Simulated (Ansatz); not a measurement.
Input file:

```yaml
crystal:
  lattice:
    - [-3.002081, -5.199757, 0.0]
    - [4.503122, -2.599878, 0.0]
    - [0.0, 0.0, 5.889964]
  atoms:
    - { symbol: W, position: [0.75, 0.5, 0.0] }
    - { symbol: C, position: [0.5, 0.6666667, 0.25] }
    - { symbol: W, position: [0.75, 0.5, 0.5] }
    - { symbol: C, position: [0.5, 0.6666667, 0.75] }
    - { symbol: W, position: [0.5, 0.0, 0.0] }
    - { symbol: C, position: [0.25, 0.1666667, 0.25] }
    - { symbol: W, position: [0.5, 0.0, 0.5] }
    - { symbol: C, position: [0.25, 0.1666667, 0.75] }
    - { symbol: W, position: [0.25, 0.5, 0.0] }
    - { symbol: C, position: [0.0, 0.6666667, 0.25] }
    - { symbol: W, position: [0.25, 0.5, 0.5] }
    - { symbol: C, position: [0.0, 0.6666667, 0.75] }
    - { symbol: W, position: [0.0, 0.0, 0.0] }
    - { symbol: C, position: [0.75, 0.1666667, 0.25] }
    - { symbol: W, position: [0.0, 0.0, 0.5] }
    - { symbol: C, position: [0.75, 0.1666667, 0.75] }
basis:
  ecutwfc: 420.0
kpoints:
  mp_grid: { grid: [2, 2, 2] }
hamiltonian:
  xc: pbe
  pseudopotentials: { kind: paw, azcp: { folder: soft_1 } }
scf:
  occupations: { method: fermi_dirac, width: 0.36 }
  lower_state_search: "off"
md:
  timestep: 0.75
  n_steps: 180
  ensemble: nvt_langevin
  temperature: 4200.0
  initial_velocities: maxwell_boltzmann
  seed: 575096
  friction: 0.02
```

Launched with:

```bash
$ ansatz run input.yaml --threads 1 --pin off --max-ram 3072MiB --backend cpu --events-out ev --progress --plain --runs-dir out
```

Hardware: 1 thread of Arm Neoverse V1, on a shared host.

Question: Roughly how long does this run take, and how much memory?

Answer: 19 min, with a peak of 0.55 GiB, for 181 ionic steps.
